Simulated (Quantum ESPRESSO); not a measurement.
## Ni under changes of volume

One of the cells (10.597 Å³/atom); the others are scaled copies at fixed shape and fractional positions:

```
Ni
1.0
    -1.38372    1.38372    1.38372
     1.38372   -1.38372    1.38372
     1.38372    1.38372   -1.38372
Ni
1
Cartesian
  0.0000 0.0000 0.0000
```

This isn't the form of Ni at room conditions, which is fcc.

| Item | Value |
| --- | --- |
| Program | Quantum ESPRESSO 7.5 |
| Functional | LDA |
| Potentials or basis | GBRV 1.5 LDA |
| Cutoff | 612 eV |
| Density cutoff | 4898 eV |
| k mesh | 13 × 13 × 13 |
| Occupations | fermi-dirac, width 0.05 eV |
| Spin | collinear spin, ferromagnetic start |
| Starting moments | [1.0] μB |

```csv
volume (Å³/atom),energy over the lowest point (meV/atom),pressure (GPa),moment (μB per cell)
9.962,?,?,?
10.174,0.00,-1.5,0.55
10.385,4.52,-6.1,0.57
10.597,14.92,-10.2,0.59
10.809,30.55,-13.9,0.60
11.021,50.75,-17.0,0.61
11.233,75.00,-20.0,0.62
```

Task: What does the run at 9.962 Å³/atom give?

Result: Energy over the lowest point 2.01 meV/atom; pressure 3.7 GPa; moment 0.50 μB per cell.

Worked out: A Birch-Murnaghan fit of order 3 (a polynomial in V^(-2/3)) to the other rows has its minimum at 10.13 Å³/atom, just outside them, with B0 = V·E''(V) = 247 GPa and B' = 5.0. It gives 2.13 meV/atom at 9.962 Å³/atom, against the run's 2.01, and -dE/dV = 4.3 GPa, against 3.7. A straight line through the other rows of the moment, of slope 0.0647 μB per Å³/atom, extrapolates to 0.54 μB, against the run's 0.50. The fit is too stiff a form for this range.

Energies are extrapolated to zero smearing.
